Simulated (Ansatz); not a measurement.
Crystal: BaTiO3.

```
Ba Ti O
1.0
    -2.82767   -1.63255   -2.31773
     2.82767   -4.89766    0.00000
    -2.82767   -1.63255    4.63546
Ba Ti O
2 2 6
Direct
  0.01575 0.99511 0.97326
  0.98425 0.50489 0.52674
  0.50386 0.98954 0.50362
  0.46814 0.51046 0.02438
  0.53055 0.23162 0.73316
  0.48625 0.75828 0.23994
  0.47922 0.75734 0.73348
  0.53758 0.25276 0.23962
  0.99089 0.02893 0.47950
  0.04611 0.47107 0.00370
```

The cell isn't the ideal one: a zone-boundary wave of random shape, sigma 0.1 Å.

- Program: Ansatz 0.2.0
- Task: relaxation of cell and atoms
- Functional: r2SCAN
- Potentials or basis: Ansatz PAW
- Cutoff: 500 eV (not typed: the program's choice for these potentials)
- k mesh: 7 × 5 × 5
- Occupations: fermi-dirac, width 0.05 eV
- Spin: no spin polarisation

At the start: volume 12.84 Å³/atom.

**Question.** How do energy, volume and symmetry change on relaxing?

**Answer.** It ends after 13 steps and the volume is 13.03 Å³/atom (+1.5 %); space group R3m (No. 160, to 0.05 Å).

Step by step:
```csv
step,energy change (eV),largest force (eV/Å),volume (Å³)
1,0.0000,3.2775,128.39
2,-0.7223,1.6636,131.00
3,-1.0045,0.0973,129.57
4,-1.0045,0.1463,130.23
5,-1.0085,0.0379,130.17
6,-1.0095,0.0152,130.25
7,-1.0102,0.0048,130.24
8,-1.0102,0.0229,130.24
9,-1.0119,0.0697,130.34
10,-1.0144,0.0270,130.37
11,-1.0147,0.0024,130.27
12,-1.0147,0.0092,130.30
13,-1.0155,0.0094,130.30
```

Final structure:
```xyz
10
Lattice="-2.8497 -1.6452 -2.3143 2.8408 -4.9197 -0.0004 -2.8612 -1.6513 4.6469" Properties=species:S:1:pos:R:3 pbc="T T T"
Ba   -0.0609   -6.5937    4.6335
Ba   -2.8997   -4.9541   -0.0042
Ti   -0.1316   -6.6350    1.1846
Ti   -0.1212   -3.3496   -1.1385
O    -2.8262   -3.2399    2.2620
O     0.0246   -4.8740   -0.0617
O    -1.3786   -5.7472    2.2617
O    -1.3682   -2.4617   -0.0617
O    -4.2189   -2.4355   -0.0127
O     1.4817   -2.4245   -0.0222
```

Caveat: the plane-wave basis is chosen anew once the cell has moved, so the energies of steps on either side of that aren't comparable; the PAW data sets come from PBE, with cores solved anew for the run's functional, which leaves a small shift of forces and pressure.
